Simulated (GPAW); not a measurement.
# GaN (Fm-3m) in GPAW: single point with PBE

Aim: the single point of GaN with PBE.

All numbers are computed with GPAW 26.7.0; they aren't measurements. Logs are shortened: lines on timing, memory, paths and dates and some standing lists are left out, and cuts for length are marked. The log counts tension as positive stress, the text compression.

**1. Starting point**

Symmetry: Fm-3m, No. 225, cubic system. Conventional cell: a = 4.270 Å, b = 4.270 Å, c = 4.270 Å, α = 90.00°, β = 90.00°, γ = 90.00°. Ga (site symmetry m-3m) is surrounded by 6 N at 2.14 Å. Around N (site symmetry m-3m) lie 6 Ga at 2.14 Å.

Measurements of this composition are mostly on another form, of space group No. 186.

**2. Single point, PBE**

File run.py:

```python
from ase import Atoms
from ase.dft.bandgap import bandgap
from ase.io import write
from ase.units import GPa
from gpaw import GPAW, PW

atoms = Atoms(['Ga', 'N'],
              cell=[[0.0, 2.135235, 2.135235],
                    [2.135235, 0.0, 2.135235],
                    [2.135235, 2.135235, 0.0]],
              scaled_positions=[[0.0, 0.0, 0.0],
                                [0.5, 0.5, 0.5]],
              pbc=True)

calc = GPAW(mode=PW(600),
            xc='PBE',
            kpts={'size': (9, 9, 9), 'gamma': True},
            occupations={'name': 'fermi-dirac', 'width': 0.05},
            nbands=11,
            maxiter=120,
            txt='gpaw.txt')
atoms.calc = calc
energy = atoms.get_potential_energy()
forces = atoms.get_forces()
stress = atoms.get_stress()
calc.write('gs.gpw')
write('result.traj', atoms)
print(f'Energy: {energy:.6f} eV')
print('Forces (eV/A):')
print(forces.round(4))
print('Stress (GPa):', (stress / GPa).round(3))
print('Fermi level:', round(calc.get_fermi_level(), 4), 'eV')
print(f'Gap: {bandgap(calc)[0]:.4f} eV, direct: {bandgap(calc, direct=True)[0]:.4f} eV')
```

Potentials or basis: GPAW PAW data sets (gpaw-data 1.2.1), pw.

Command:

```
OMP_NUM_THREADS=1 python run.py
```

gpaw.txt:

```text
__  _  _
 | _ |_)|_||  |
 |__||  | ||/\| - 26.7.0

Input parameters:
  mode=PW(ecut=600.0),
  kpts=MonkhorstPack(size=(9, 9, 9), gamma=True),
  maxiter=120,
  nbands=11,
  occupations=Occupations(name='fermi-dirac', width=0.05),
  xc=XC(name='PBE')

Diagonalizing LCAO Hamiltonian
Converting LCAO to pw mode

              N

       Ga

Atoms  # Å, Bohr magnetons
|   | symbol |        x |        y |        z |    initial magnetic moments |
|---|--------|----------|----------|----------|-----------------------------|
| 0 |     Ga | 0.000000 | 0.000000 | 0.000000 | ( 0.0000,  0.0000,  0.0000) |
| 1 |      N | 2.135235 | 2.135235 | 2.135235 | ( 0.0000,  0.0000,  0.0000) |

Unit cell  # Å
| periodic |        x |        y |        z |  lengths |    angles |
|----------|----------|----------|----------|----------|-----------|
|      yes | 0.000000 | 2.135235 | 2.135235 | 3.019678 | 60.000000 |
|      yes | 2.135235 | 0.000000 | 2.135235 | 3.019678 | 60.000000 |
|      yes | 2.135235 | 2.135235 | 0.000000 | 3.019678 | 60.000000 |

Number of symmetries: 48
Symmetry operations  # r_c * U_cc + t_c -> r_c
|    | kind |            matrix            |
|----|------|------------------------------|
|  0 |  σ   |  1, 0, 0,  1, 0,-1,  1,-1, 0 |
|  1 |  C2  |  1, 0, 0,  1,-1, 0,  1, 0,-1 |
|  2 |  E   |  1, 0, 0,  0, 1, 0,  0, 0, 1 |
|  3 |  σ   |  1, 0, 0,  0, 0, 1,  0, 1, 0 |
|  4 |  C4  |  1, 0,-1,  1, 0, 0,  1,-1, 0 |
|  5 |  S6  |  1, 0,-1,  1,-1, 0,  1, 0, 0 |
|  6 |  σ   |  1, 0,-1,  0, 1,-1,  0, 0,-1 |
|  7 |  C3  |  1, 0,-1,  0, 0,-1,  0, 1,-1 |
|  8 |  S6  |  1,-1, 0,  1, 0, 0,  1, 0,-1 |
|  9 |  C4  |  1,-1, 0,  1, 0,-1,  1, 0, 0 |
| 10 |  C3  |  1,-1, 0,  0,-1, 1,  0,-1, 0 |
| 11 |  σ   |  1,-1, 0,  0,-1, 0,  0,-1, 1 |
| 12 |  σ   |  0, 1, 0,  1, 0, 0,  0, 0, 1 |
| 13 |  C4  |  0, 1, 0,  0, 1,-1, -1, 1, 0 |
| 14 |  C3  |  0, 1, 0,  0, 0, 1,  1, 0, 0 |
| 15 |  S6  |  0, 1, 0, -1, 1, 0,  0, 1,-1 |
| 16 |  C2  |  0, 1,-1,  1, 0,-1,  0, 0,-1 |
| 17 |  σ   |  0, 1,-1,  0, 1, 0, -1, 1, 0 |
| 18 |  S4  |  0, 1,-1,  0, 0,-1,  1, 0,-1 |
| 19 |  C4  |  0, 1,-1, -1, 1, 0,  0, 1, 0 |
| 20 |  C3  |  0, 0, 1,  1, 0, 0,  0, 1, 0 |
| 21 |  σ   |  0, 0, 1,  0, 1, 0,  1, 0, 0 |
| 22 |  S6  |  0, 0, 1,  0,-1, 1, -1, 0, 1 |
| 23 |  C4  |  0, 0, 1, -1, 0, 1,  0,-1, 1 |
| 24 |  S4  |  0, 0,-1,  1, 0,-1,  0, 1,-1 |
| 25 |  C3  |  0, 0,-1,  0, 1,-1,  1, 0,-1 |
| 26 |  C2  |  0, 0,-1,  0,-1, 0, -1, 0, 0 |
| 27 |  S6  |  0, 0,-1, -1, 0, 0,  0,-1, 0 |
| 28 |  S4  |  0,-1, 1,  1,-1, 0,  0,-1, 0 |
| 29 |  C4  |  0,-1, 1,  0, 0, 1, -1, 0, 1 |
| 30 |  C2  |  0,-1, 1,  0,-1, 0,  1,-1, 0 |
| 31 |  σ   |  0,-1, 1, -1, 0, 1,  0, 0, 1 |
| 32 |  C3  |  0,-1, 0,  1,-1, 0,  0,-1, 1 |
| 33 |  S6  |  0,-1, 0,  0, 0,-1, -1, 0, 0 |
| 34 |  S4  |  0,-1, 0,  0,-1, 1,  1,-1, 0 |
| 35 |  C2  |  0,-1, 0, -1, 0, 0,  0, 0,-1 |
| 36 |  C2  | -1, 1, 0,  0, 1, 0,  0, 1,-1 |
| 37 |  S6  | -1, 1, 0,  0, 1,-1,  0, 1, 0 |
| 38 |  S4  | -1, 1, 0, -1, 0, 1, -1, 0, 0 |
| 39 |  C3  | -1, 1, 0, -1, 0, 0, -1, 0, 1 |
| 40 |  S6  | -1, 0, 1,  0, 0, 1,  0,-1, 1 |
| 41 |  C2  | -1, 0, 1,  0,-1, 1,  0, 0, 1 |
| 42 |  C3  | -1, 0, 1, -1, 1, 0, -1, 0, 0 |
| 43 |  S4  | -1, 0, 1, -1, 0, 0, -1, 1, 0 |
| 44 |  C2  | -1, 0, 0,  0, 0,-1,  0,-1, 0 |
| 45 |  i   | -1, 0, 0,  0,-1, 0,  0, 0,-1 |
| 46 |  σ   | -1, 0, 0, -1, 1, 0, -1, 0, 1 |
| 47 |  C2  | -1, 0, 0, -1, 0, 1, -1, 1, 0 |

BZ-sampling:
  Number of BZ points: 729
  Number of IBZ points: 35

  Monkhorst-Pack size: [9, 9, 9]
  Monkhorst-Pack shift: [0, 0, 0]

K-points  # in reciprocal-cell coordinates
|     |                                coordinates |     weight |
|-----|--------------------------------------------|------------|
|   0 | (  0.00000000,   0.00000000,   0.00000000) | 0.00137174 |
|   1 | (  0.11111111,   0.11111111,   0.00000000) | 0.00823045 |
|   2 | (  0.11111111,   0.11111111,   0.11111111) | 0.01097394 |
|   3 | (  0.22222222,   0.11111111,   0.11111111) | 0.01646091 |
|   4 | (  0.22222222,   0.22222222,   0.00000000) | 0.00823045 |
|   5 | (  0.22222222,   0.22222222,   0.11111111) | 0.03292181 |
|   6 | (  0.22222222,   0.22222222,   0.22222222) | 0.01097394 |
|   7 | (  0.33333333,   0.22222222,   0.11111111) | 0.03292181 |
|   8 | (  0.33333333,   0.22222222,   0.22222222) | 0.03292181 |
|   9 | (  0.33333333,   0.33333333,  -0.33333333) | 0.01646091 |
| ... |                                            |            |
|  34 | (  0.44444444,   0.44444444,   0.44444444) | 0.01097394 |

Plane wave coefficients: 659
Cutoff: 600.0 eV

Spin-components: 1 (collinear spins)
Bands:           11
Projectors:      10
Spin-degeneracy: 2
Datatype:        complex128

Parallelization:
  kpt:    1
  domain: 1
  band:   1

Density:
  Valence electrons: 8.0
  Components: 1
  Grid points: [18 18 18]
  Charge: 0.0  # |e|

Potential:
  Grid points: [18 18 18]

species:
  Ga:
    name:    Gallium
    Z:       31.0
    valence: 3
    core:    28
    charge:  0.0  # [|e|]
    compensation charges:
      type: gauss
      rc: 0.37  # [Å]
      lmax: 2
    cutoffs:
      filter: 2.06  # [Å]
      core: 4.17  # [Å]
    projectors
    | kind |    occ | energy [eV] | rcut [Å] |
    |------|--------|-------------|----------|
    |   4s |  2.000 |      -8.945 |    1.164 |
    |   4p |  1.000 |      -2.580 |    1.164 |
    |    s |        |      18.266 |    1.164 |
    |    p |        |      24.631 |    1.164 |
    |    d |        |       0.000 |    1.164 |

    Using partial waves for Ga as LCAO basis

  N:
    name:    Nitrogen
    Z:       7.0
    valence: 5
    core:    2
    charge:  0.0  # [|e|]
    compensation charges:
      type: gauss
      rc: 0.18  # [Å]
      lmax: 2
    cutoffs:
      filter: 1.11  # [Å]
      core: 0.96  # [Å]
    projectors
    | kind |    occ | energy [eV] | rcut [Å] |
    |------|--------|-------------|----------|
    |   2s |  2.000 |     -18.583 |    0.603 |
    |   2p |  3.000 |      -7.089 |    0.529 |
    |    s |        |       8.629 |    0.603 |
    |    p |        |      20.123 |    0.529 |
    |    d |        |       0.000 |    0.577 |

    Using partial waves for N as LCAO basis

Reference energy: -54366.393033  # eV

eigensolver:
  PPCG
  Converge bands: occupied
  niter=2

density mixing:
  MSR1-Mixer
  Pratt-step length: 0.05
  Maximum mixing coefficient: 0.75
  Old densities: 10
  SVD Regularization: 0.005
  Good broyden scale: 1.0
  Trust region scale: 1.0
  Backstep threshold: 4.0
  History deletion threshold: 6.0
  Fourier metric: weight=20.0, sigma=0.015

occupation numbers:
  Fermi-Dirac:
    width: 0.0500  # eV

poisson solver:
  ecut: 4800.0  # eV

xc functional:
  name: PBE with 2 nearest neighbor stencil

convergence criteria:
- Maximum [total energy] change in last 3 cyles: 0.0005 eV / valence electron
- Maximum integral of absolute [dens]ity change: 0.0001 electrons / valence electron
- Maximum integral of absolute [eigenst]ate change: 4e-08 eV^2 / valence electron
maximum number of iterations: 120

SCF iterations
|iter     | |      energy | eigst |  dens |
|---------|-|-------------|-------|-------|
|iter:   1| |  -12.774685 | -0.28 |       |
|iter:   2| |  -12.358427 | -2.12 | -0.59 |
|iter:   3| |  -11.189800 | -0.89 | -0.65 |
|iter:   4| |  -11.186010 | -3.37 | -1.33 |
|iter:   5| |  -11.185743 | -3.79 | -1.62 |
|iter:   6| |  -11.185767c| -5.83 | -2.86 |
|iter:   7| |  -11.185775c| -6.26 | -3.21 |
|iter:   8| |  -11.185775c| -8.17c| -4.46c|

Converged in 8 steps
Energy contributions relative to reference atoms: (reference = -54366.393033)

Energy contributions:
  Kinetic:          19.758544
  Coulomb:         -15.550561
  Zero:              0.048069
  External:          0.000000
  Xc:              -15.441805
  Entropy:          -0.000044
  Spinorbit:         0.000000
  ----------------------------
  Free energy:     -11.185797
  Extrapolated:    -11.185775

dipole moment: (-10.745663, -10.745663, -10.745663)  # |e|*Ang

Fermi level: 9.227
Eigenvalues  # (at kpt = [0.000, 0.000, 0.000])
| band index |      eig [eV] | occ [0-2] |
|------------|---------------|-----------|
|          0 |        -8.121 |     2.000 |
|          1 |         8.470 |     2.000 |
|          2 |         8.470 |     2.000 |
|          3 |         8.470 |     2.000 |
|          4 |        10.771 |     0.000 |
|          5 |        22.726 |     0.000 |
|          6 |        22.726 |     0.000 |
|          7 |        22.726 |     0.000 |
|          8 |        24.290 |     0.000 |
|          9 |        24.290 |     0.000 |
|         10 |        24.290 |     0.000 |

Gap: 0.644 eV
Transition (v -> c):
  (s=0, k=8, n=3, [0.33, 0.22, 0.22]) -> (s=0, k=30, n=4, [0.44, 0.44, 0.00])
Direct/indirect transitions are different
Direct gap: 2.302 eV
Transition at: (s=0, k=0, n=3, [0.00, 0.00, 0.00])

Forces  # eV/Ang
|        x |       y |       z |
|----------|---------|---------|
| -0.00000 | 0.00000 | 0.00000 |  # Ga   0
|  0.00000 | 0.00000 | 0.00000 |  # N    1

Stress tensor  # eV/Ang^3
|        x |         y |         z |
|----------|-----------|-----------|
| 0.029480 |  0.000000 |  0.000000 |
| 0.000000 |  0.029480 | -0.000000 |
| 0.000000 | -0.000000 |  0.029480 |

# Writing to gs.gpw (mode='')
```

Wall time 8.9 s (1 thread of Intel Xeon Platinum 8259CL at 2.50GHz (Skylake/Cascade Lake), shared host); peak memory 0.13 GiB.

Results:

| Quantity | Value |
| --- | --- |
| Free energy | -11.1858 eV |
| Pressure | -4.7 GPa |
| Band gap on the k mesh | 0.64 eV, indirect (least direct gap 2.30 eV) |

Caveat: the cutoff is short for stress and forces, so pressures can be off by a GPa or more; an odd mesh through Γ misses points on the zone boundary, where band edges often lie. Expect the measured gap to be larger: semilocal functionals such as PBE lack the derivative discontinuity.
